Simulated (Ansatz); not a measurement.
The system is AlCo.

```
CELL_PARAMETERS angstrom
2.81940 0.00000 0.00000
0.00000 2.81940 0.00000
0.00000 0.00000 2.81940
ATOMIC_POSITIONS crystal
Co 0.50000 0.50000 0.50000
Al 0.00000 0.00000 0.00000
```

The cell is a database's computed one.

Base run:

```yaml
Program: Ansatz 0.2.0
Functional: PBE
Potentials_or_basis: Ansatz PAW
Cutoff: "420 eV (not typed: the program's choice for these potentials)"
k_mesh: 8 × 8 × 8
Occupations: fermi-dirac, width 0.05 eV
Spin: collinear spin, ferromagnetic start
Starting_moments: "[1.5, 0.0] μB"
Fixed_moment: 1.5 μB
```

Its results: pressure 18.6 GPa; site moments Co +1.38; Al +0.02 μB.

Q: The run is repeated on the same cell with these changes: fixed moment from 1.5 μB to 2 μB; moments at the start from [1.5, 0.0] to [2.0, 0.0]. What comes out?

A: Pressure 25.4 GPa; site moments Co +1.71; Al +0.08 μB.

Caveats: the total moment is fixed, so each spin has its own Fermi level; the thresholds are loose for stress.
